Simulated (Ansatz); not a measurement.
The system is InSe.

```
In Se
1.0
     5.82639   -2.05465    0.00000
     5.82639    2.05465    0.00000
    -1.72323    0.00000    4.77135
In Se
2 2
Direct
  0.88820 0.88820 0.04684
  0.11180 0.11180 0.95316
  0.66093 0.66093 0.66896
  0.33907 0.33907 0.33104
```

The cell comes from a database or a generator and needn't be the stable form of this composition.

Base run:

```yaml
Program: Ansatz 0.2.0
Functional: LDA
Potentials_or_basis: Ansatz PAW
Cutoff: 420 eV
Density_cutoff: 1680 eV
k_mesh: 7 × 7 × 6
Occupations: fermi-dirac, width 0.05 eV
Spin: no spin polarisation
```

Its results: band gap on the k mesh 1.00 eV, indirect (least direct gap 1.06 eV); pressure -2.8 GPa; largest force 0.090 eV/Å.

Q: After a change of settings the same cell gave: band gap on the k mesh 1.51 eV, indirect (least direct gap 1.62 eV); pressure -0.1 GPa; largest force 0.025 eV/Å. Which change was it?
A. functional from LDA to PBEsol
B. functional from LDA to PBEsol; spin from no spin polarisation to spin-orbit coupling, no magnetisation; potential files from those of the base run to others of the same set
C. functional from LDA to r2SCAN; cutoff from 420 eV to 500 eV; density cutoff from 1680 eV to 2000 eV

A: C.

r2SCAN gives the wider gap, since meta-GGAs in the generalised Kohn-Sham scheme recover part of the derivative discontinuity.

Caveats: spin-orbit coupling is left out, which moves the levels of the heavy elements; the PAW data sets come from PBE, with cores solved anew for the run's functional, which leaves a small shift of forces and pressure.

Not every run made on this cell is shown here.
